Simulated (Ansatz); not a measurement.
Set up this calculation in Ansatz 0.2.0, as the native input.

| Item | Value |
| --- | --- |
| Task | single point |
| Functional | PBEsol |
| Dispersion | D4 |
| Potentials or basis | SSSP precision PAW |
| Cutoff | 816 eV |
| Density cutoff | 8163 eV |
| k mesh | 5 × 6 × 5 |
| Occupations | tetrahedron |
| Spin | no spin polarisation |

Crystal: K.

```
K
1.0
    -2.73143    2.72978    2.70094
     2.66349   -2.70780    2.61101
     2.75293    2.72930   -2.67896
K
1
Direct
  0.01847 0.01482 0.02262
```

The cell isn't the ideal one: cell strained at random at fixed volume.

These files were run (other wordings do the same):

input.yaml

```yaml
crystal:
  lattice:
    - [-2.731433, 2.729784, 2.700942]
    - [2.663488, -2.7078, 2.611013]
    - [2.752933, 2.7293, -2.678958]
  atoms:
    - { symbol: K, position_ang: [0.051310832, 0.072004509, 0.02798329] }
hamiltonian:
  xc: pbesol
  pseudopotentials: { kind: paw, accuracy: stringent, xc_functional: pbe }
  dispersion: d4
kpoints:
  mp_grid: { grid: [5, 6, 5] }
scf:
  occupations: { method: tetrahedron }
output:
  forces: true
  stress: true
```

Potentials or basis: SSSP precision PAW.

Command:

```sh
$ ansatz run input.yaml --threads 1 --pin off --max-ram 2560MiB --backend cpu --events-out ev --progress --plain --runs-dir out
```

It gave:

```json
{"Pressure": "-0.4 GPa", "Band gap on the k mesh": "none (metal or under the smearing width)"}
```

Caveat: pairwise dispersion overbinds metals, which lowers pressure and volume; with tetrahedron occupations forces and stress needn't match the slope of the energy.

Run time: 4.4 s on 1 thread of INTEL(R) XEON(R) PLATINUM 8581C CPU @ 2.10GHz (Emerald Rapids), with other jobs on the host, peak memory 0.8 GiB.
